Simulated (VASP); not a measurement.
Write the native input for VASP 6.6.1 that does the following.

```
Task                   : Born charges and dielectric tensor
Functional             : PBEsol
Potentials or basis    : VASP PAW PBE potentials, release 64 (Pb_d, S)
Cutoff                 : 520 eV
k mesh                 : 8 × 8 × 8
Occupations            : fermi-dirac, width 0.05 eV
Spin                   : no spin polarisation
Further INCAR settings : ALGO = Normal; EDIFF = 1e-08; IBRION = 8
```

The structure of PbS (Galena) lies in POSCAR:

```
PbS
1.0
    0.0000000000      2.9657500000      2.9657500000
    2.9657500000      0.0000000000      2.9657500000
    2.9657500000      2.9657500000      0.0000000000
Pb S
1 1
Direct
    0.0000000000      0.0000000000      0.0000000000
    0.5000000000      0.5000000000      0.5000000000
```

The input as run:

INCAR

```
  PREC = Accurate
  ENCUT = 520
  EDIFF = 1E-8
  ISMEAR = -1
  SIGMA = 0.05
  LREAL = F
  LASPH = T
  NELM = 60
  ALGO = Normal
  ISIF = 2
  LWAVE = F
  LCHARG = F
  GGA = PS
  LEPSILON = T
  IBRION = 8
```

KPOINTS

```
regular mesh
0
Gamma
  8 8 8
```

Potentials or basis: VASP PAW PBE potentials, release 64 (Pb_d, S).

Command:

```bash
$ cat potpaw_PBE.64/Pb_d/POTCAR potpaw_PBE.64/S/POTCAR > POTCAR
$ mpirun -np 1 vasp_std > vasp.out
```

Results of the run:

```
Band gap on the k mesh                                  : 0.26 eV, direct
Electronic dielectric tensor (diagonal)                 : 33.67
Born charges (mean of the diagonal)                     : Pb +3.51; S -3.51 e
Highest phonon frequency at Γ, LO-TO splitting left out : 52 cm⁻¹
```

Caveat: the gap is small at this level, which inflates the dielectric constant; spin-orbit coupling is left out, which as a rule narrows the gap of such compounds by several tenths of an eV.

Wall time 3.8 min on 1 thread of Intel(R) Xeon(R) Platinum 8488C (Sapphire Rapids) (shared host), peak memory 0.28 GiB.
